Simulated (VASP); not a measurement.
# KI (Fm-3m) in VASP: settings compared

Aim: see how the results for KI move with the level of theory and the settings. Levels: PBE, revPBE+D3(BJ), r2SCAN+rVV10. Tasks: single point, relaxation of cell and atoms.

Everything below comes from runs of VASP 6.6.1. Logs are shortened: lines on timing, memory, paths and dates and some standing lists are left out, and cuts for length are marked.

**Measured values to compare with.**

A printed reference work, monograph reports, for a bulk crystal of KI: band gap 6.32 eV.

The results are compared with them further down.

### 1 The cell of the first run

The structure is cubic, space group Fm-3m (No. 225). The conventional cell has a = 7.178 Å, b = 7.178 Å, c = 7.178 Å, α = 90.00°, β = 90.00°, γ = 90.00°. Within 4.7 Å of K (site symmetry m-3m) lie 6 I at 3.59 Å. I (site symmetry m-3m) has 6 K at 3.59 Å within 4.7 Å.

### 2 Single point, PBE

INCAR

```
PREC = Accurate ; ENCUT = 520
EDIFF = 1E-6 ; ISMEAR = 0
SIGMA = 0.01 ; LREAL = False
LASPH = True ; NELM = 100
ALGO = Normal ; ISIF = 2
LWAVE = False ; LCHARG = True
GGA = PE ; LELF = True
LVHAR = True ; NBANDS = 15
```

KPOINTS

```
Automatic mesh
0
Gamma
  4 4 4
```

POSCAR

```
KI
1.0
    0.0000000000      3.5888555921      3.5888555921
    3.5888555921      0.0000000000      3.5888555921
    3.5888555921      3.5888555921      0.0000000000
K I
1 1
Direct
    0.0000000000      0.0000000000      0.0000000000
    0.5000000000      0.5000000000      0.5000000000
```

Potentials or basis: VASP PAW PBE potentials, release 64 (K_sv, I).

Command:

```console
$ cat potpaw_PBE.64/K_sv/POTCAR potpaw_PBE.64/I/POTCAR > POTCAR
$ mpirun -np 1 vasp_std > vasp.out
```

OUTCAR:

```text
PREC = Accurate
   ENCUT = 520
   EDIFF = 1E-6
   ISMEAR = 0
   LREAL = False
   LASPH = True
   NELM = 100
   ISIF = 2
   GGA = PE

 ion  position               nearest neighbor table
   1  0.000  0.000  0.000-   2 3.59   2 3.59   2 3.59   2 3.59   2 3.59   2 3.59
   2  0.500  0.500  0.500-   1 3.59   1 3.59   1 3.59   1 3.59   1 3.59   1 3.59

  LATTYP: Found a face centered cubic cell.
 ALAT       =     7.1777111842

  Lattice vectors:

 A1 = (   0.0000000000,   3.5888555921,   3.5888555921)
 A2 = (   3.5888555921,   0.0000000000,   3.5888555921)
 A3 = (   3.5888555921,   3.5888555921,   0.0000000000)

Analysis of symmetry for initial positions (statically):
=====================================================================
 Subroutine PRICEL returns:
 Original cell was already a primitive cell.

 Routine SETGRP: Setting up the symmetry group for a
 face centered cubic supercell.

 Subroutine GETGRP returns: Found 48 space group operations
 (whereof 48 operations were pure point group operations)
 out of a pool of 48 trial point group operations.

The static configuration has the point symmetry O_h .

Analysis of symmetry for dynamics (positions and initial velocities):
=====================================================================
 Subroutine PRICEL returns:
 Original cell was already a primitive cell.

 Routine SETGRP: Setting up the symmetry group for a
 face centered cubic supercell.

 Subroutine GETGRP returns: Found 48 space group operations
 (whereof 48 operations were pure point group operations)
 out of a pool of 48 trial point group operations.

The dynamic configuration has the point symmetry O_h .

 Subroutine INISYM returns: Found 48 space group operations
 (whereof 48 operations are pure point group operations),
 and found     1 'primitive' translations

----------------------------------------------------------------------------------------

                                     Primitive cell

  volume of cell :      92.4481

  direct lattice vectors                    reciprocal lattice vectors
     0.000000000  3.588855592  3.588855592    -0.139320178  0.139320178  0.139320178
     3.588855592  0.000000000  3.588855592     0.139320178 -0.139320178  0.139320178
     3.588855592  3.588855592  0.000000000     0.139320178  0.139320178 -0.139320178

  length of vectors
     5.075408252  5.075408252  5.075408252     0.241309627  0.241309627  0.241309627

  position of ions in fractional coordinates (direct lattice)
     0.000000000  0.000000000  0.000000000
     0.500000000  0.500000000  0.500000000

  ion indices of the primitive-cell ions
   primitive index   ion index
                 1           1
                 2           2

----------------------------------------------------------------------------------------

 KPOINTS: Automatic mesh

Automatic generation of k-mesh.
 Grid dimensions read from file:
 generate k-points for:    4    4    4

 Generating k-lattice:

  Cartesian coordinates                     Fractional coordinates (reciprocal lattice)
    -0.034830045  0.034830045  0.034830045     0.250000000  0.000000000  0.000000000
     0.034830045 -0.034830045  0.034830045     0.000000000  0.250000000  0.000000000
     0.034830045  0.034830045 -0.034830045     0.000000000  0.000000000  0.250000000

  Length of vectors
     0.060327407  0.060327407  0.060327407

  Shift w.r.t. Gamma in fractional coordinates (k-lattice)
     0.000000000  0.000000000  0.000000000

 Subroutine IBZKPT returns following result:
 ===========================================

 Found      8 irreducible k-points:

 Following reciprocal coordinates:
            Coordinates               Weight
  0.000000  0.000000  0.000000      1.000000
  0.250000  0.000000  0.000000      8.000000
  0.500000  0.000000  0.000000      4.000000
  0.250000  0.250000  0.000000      6.000000
  0.500000  0.250000  0.000000     24.000000
 -0.250000  0.250000  0.000000     12.000000
  0.500000  0.500000  0.000000      3.000000
 -0.250000  0.500000  0.250000      6.000000
   k-points           NKPTS =      8   k-points in BZ     NKDIM =      8   number of bands    NBANDS=     15
   number of dos      NEDOS =    301   number of ions     NIONS =      2
   total plane-waves  NPLWV =  64000
   dimension x,y,z NGX =    40 NGY =   40 NGZ =   40
   dimension x,y,z NGXF=    80 NGYF=   80 NGZF=   80
   ions per type =               1   1
   NGX,Y,Z   is equivalent  to a cutoff of  13.10, 13.10, 13.10 a.u.
   NGXF,Y,Z  is equivalent  to a cutoff of  26.20, 26.20, 26.20 a.u.
 SYSTEM =  unknown system
   PREC   = accura    normal or accurate (medium, high low for compatibility)
   ISTART =      0    job   : 0-new  1-cont  2-samecut
   ICHARG =      2    charge: 1-file 2-atom 10-const
   ISPIN  =      1    spin polarized calculation?
   LNONCOLLINEAR =      F non collinear calculations
   LSORBIT =      F    spin-orbit coupling
   LASPH  =      T    aspherical Exc in radial PAW
   ENCUT  =  520.0 eV  38.22 Ry    6.18 a.u.   9.44  9.44  9.44*2*pi/ulx,y,z
   NELM   =    100;   NELMIN=  2; NELMDL= -5     # of ELM steps
   EDIFF  = 0.1E-05   stopping-criterion for ELM
   LREAL  =      F    real-space projection
   EDIFFG = 0.1E-04   stopping-criterion for IOM
   NSW    =      0    number of steps for IOM
   IBRION =     -1    ionic relax: 0-MD 1-quasi-New 2-CG
   NFREE  =      0    steps in history (QN), initial steepest desc. (CG)
   ISIF   =      2    stress and relaxation
   ISYM   =      2    0-nonsym 1-usesym 2-fastsym
   POTIM  = 0.5000    time-step for ionic-motion
   TEBEG  =    0.0;   TEEND  =   0.0 temperature during run
   PSTRESS=    0.0 pullay stress
   NELECT =      16.0000    total number of electrons
   NUPDOWN=      -1.0000    fix difference up-down
   EMIN   =  10.00;   EMAX   =-10.00  energy-range for DOS
   EFERMI =   0.00;   METHOD = LEGACY
   ISMEAR =     0;   SIGMA  =   0.01  broadening in eV -4-tet -1-fermi 0-gaus
   EFERMI_NEDOS =   21; number of points for ismear=-14 and -15
   IALGO  =     38    algorithm
   IMIX   =      4    mixing-type and parameters
     AMIX     =   0.40;   BMIX     =  1.00
     AMIX_MAG =   1.60;   BMIX_MAG =  1.00
  volume/ion in A,a.u.               =      46.22       311.94
  Fermi-wavevector in a.u.,A,eV,Ry     =   0.912323  1.724041 11.324593  0.832334
  Thomas-Fermi vector in A             =   2.036706
   LORBIT       =      0    0 simple, 1 ext, 2 COOP (PROOUT), +10 PAW based schemes
   GGA     = PE    functional components
   LHFCALC =     F    Hartree Fock is set to
   AEXX    =    0.0000 exact exchange contribution
   IVDW    =     0    specifies the selected vdW correction
   LEPSILON=     F    determine dielectric tensor
   LRPA    =     F    only Hartree local field effects (RPA)
 non-spin polarized calculation
 Gauss-broadening in eV      SIGMA  =   0.01
  energy-cutoff  :      520.00
  volume of cell :       92.45
 maximum number of plane-waves:      2502
 NGX is ok and might be reduce to    40
   NGX = 19   NGY = 19   NGZ = 19

 number of electron      16.0000001 magnetization

 Free energy of the ion-electron system (eV)
  ---------------------------------------------------
  ext. energy  EPLUGINS =         0.00000000
  ---------------------------------------------------
  free energy    TOTEN  =        -5.56436109 eV

  energy without entropy =       -5.56436109  energy(sigma->0) =       -5.56436109

 E-fermi :  -0.6080     XC(G=0):  -6.9945

 val. band max:       -0.6516622405   @ k =   0.0000   0.0000   0.0000
 cond. band min:       3.2037699387   @ k =   0.0000   0.0000   0.0000
 fundamental gap:      3.8554321793
 Fermi energy:        -0.6080057025

 k-point     1 :       0.0000    0.0000    0.0000
  band No.  band energies     occupation
      1     -29.2416      2.00000
      2     -12.7234      2.00000
      3     -12.7234      2.00000
      4     -12.7234      2.00000
      5     -11.0861      2.00000
      6      -0.6517      2.00000
      7      -0.6517      2.00000
      8      -0.6517      2.00000
      9       3.2038      0.00000
     10       5.8592      0.00000
     11       5.8592      0.00000
     12       5.8592      0.00000
     13       6.5453      0.00000
     14       6.5453      0.00000
     15       9.0777      0.00000

 k-point     2 :       0.2500    0.0000    0.0000
  band No.  band energies     occupation
      1     -29.2408      2.00000
      2     -12.7814      2.00000
      3     -12.7245      2.00000
      4     -12.7245      2.00000
      5     -10.9732      2.00000
      6      -1.3499      2.00000
      7      -0.8076      2.00000
      8      -0.8076      2.00000
      9       4.2829      0.00000
     10       5.8741      0.00000
     11       6.4391      0.00000
     12       6.4391      0.00000
     13       7.1900      0.00000
     14       7.1900      0.00000
     15       9.4437      0.00000

 k-point     3 :       0.5000    0.0000    0.0000
  band No.  band energies     occupation
      1     -29.2401      2.00000
      2     -12.8336      2.00000
      3     -12.7256      2.00000
      4     -12.7256      2.00000
      5     -10.8642      2.00000
      6      -1.8671      2.00000
      7      -0.9503      2.00000
      8      -0.9503      2.00000
      9       4.8193      0.00000
     10       6.9108      0.00000
     11       7.3942      0.00000
     12       7.3942      0.00000
     13       7.9658      0.00000
     14       7.9658      0.00000
     15       8.3997      0.00000
[... 55 lines left out ...]
 k-point     7 :       0.5000    0.5000    0.0000
  band No.  band energies     occupation
      1     -29.2396      2.00000
      2     -12.7599      2.00000
      3     -12.7383      2.00000
      4     -12.7383      2.00000
      5     -10.9617      2.00000
      6      -1.5777      2.00000
      7      -0.9921      2.00000
      8      -0.9921      2.00000
      9       4.3536      0.00000
     10       5.0039      0.00000
     11       7.3909      0.00000
     12       7.9085      0.00000
     13       7.9207      0.00000
     14       8.8438      0.00000
     15       8.8438      0.00000

 k-point     8 :      -0.2500    0.5000    0.2500
  band No.  band energies     occupation
      1     -29.2396      2.00000
      2     -12.7610      2.00000
      3     -12.7490      2.00000
      4     -12.7490      2.00000
      5     -10.9179      2.00000
      6      -1.3240      2.00000
      7      -1.3240      2.00000
      8      -1.1973      2.00000
      9       5.7870      0.00000
     10       5.7870      0.00000
     11       5.8568      0.00000
     12       7.3542      0.00000
     13       8.0513      0.00000
     14       8.8735      0.00000
     15       9.1628      0.00000

------------------------ aborting loop because EDIFF is reached ----------------------------------------

  FORCE on cell =-STRESS in cart. coord.  units (eV):
  Direction    XX          YY          ZZ          XY          YZ          ZX
  --------------------------------------------------------------------------------------
  -------------------------------------------------------------------------------------
  Total        0.0309871      0.0309871      0.0309871     -0.0000000     -0.0000000      0.0000000
  in kB        0.5370245      0.5370245      0.5370245     -0.0000000     -0.0000000      0.0000000
  external PRESSURE =       0.5370245 kB  Pullay stress =       0.0000000 kB

 VOLUME and BASIS-vectors are now :
 -----------------------------------------------------------------------------
  energy-cutoff  :      520.00
  volume of cell :       92.45
      direct lattice vectors                 reciprocal lattice vectors
     0.000000000  3.588855592  3.588855592    -0.139320178  0.139320178  0.139320178
     3.588855592  0.000000000  3.588855592     0.139320178 -0.139320178  0.139320178
     3.588855592  3.588855592  0.000000000     0.139320178  0.139320178 -0.139320178

 POSITION                                       TOTAL-FORCE (eV/Angst)
 -----------------------------------------------------------------------------------
      0.00000      0.00000      0.00000        -0.000000      0.000000      0.000000
      3.58886      3.58886      3.58886         0.000000      0.000000      0.000000
 -----------------------------------------------------------------------------------
    total drift:                                0.000000     -0.000000     -0.000000

  FREE ENERGIE OF THE ION-ELECTRON SYSTEM (eV)
  ---------------------------------------------------
  free  energy   TOTEN  =        -5.5643610915 eV

  energy  without entropy=       -5.5643610915  energy(sigma->0) =       -5.56436109
```

Wall time 17 s (1 thread of Intel Xeon Platinum 8488C (Sapphire Rapids), shared host); peak memory 0.23 GiB.

What came out:

| Item | Value |
| --- | --- |
| Free energy | -5.5644 eV |
| Pressure | 0.1 GPa |
| Band gap on the k mesh | 3.86 eV, direct |

Levels at points of the mesh, in eV from the valence-band top:
| k point | band 5 | band 6 | band 7 | band 8 | band 9 | band 10 | band 11 | band 12 |
| --- | --- | --- | --- | --- | --- | --- | --- | --- |
| (0.00, 0.00, 0.00) | -10.43 | 0.00 | 0.00 | 0.00 | 3.86 | 6.51 | 6.51 | 6.51 |
| (0.50, 0.00, 0.00) | -10.21 | -1.22 | -0.30 | -0.30 | 5.47 | 7.56 | 8.05 | 8.05 |
| (0.50, 0.50, 0.00) | -10.31 | -0.93 | -0.34 | -0.34 | 5.01 | 5.66 | 8.04 | 8.56 |

Caveat: spin-orbit coupling is left out, which moves the levels of the heavy elements.

[end of part 1 of 3]
